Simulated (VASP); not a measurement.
NaI:

```
I Na
1.0
     0.00000    3.23640    3.23640
     3.23640    0.00000    3.23640
     3.23640    3.23640    0.00000
I Na
1 1
Direct
  0.50000 0.50000 0.50000
  0.00000 0.00000 0.00000
```

Base run:

| Property | Result |
| --- | --- |
| Program | VASP 6.6.1 |
| Functional | PBEsol |
| Potentials or basis | VASP PAW PBE potentials, release 64 (I, Na_pv) |
| Cutoff | 520 eV |
| k mesh | 7 × 7 × 7 |
| Occupations | fermi-dirac, width 0.05 eV |
| Spin | no spin polarisation |

Its results: band gap on the k mesh 3.51 eV, direct.

Question: The run is repeated on the same cell with these changes: functional from PBEsol to PBE; further incar settings from ALGO = Fast; EDIFF = 1e-07; NBANDS = 14 to ALGO = Normal; EDIFF = 1e-07. What comes out?

Answer: Band gap on the k mesh 3.64 eV, direct.

Caveats: spin-orbit coupling is left out, which moves the levels of the heavy elements.
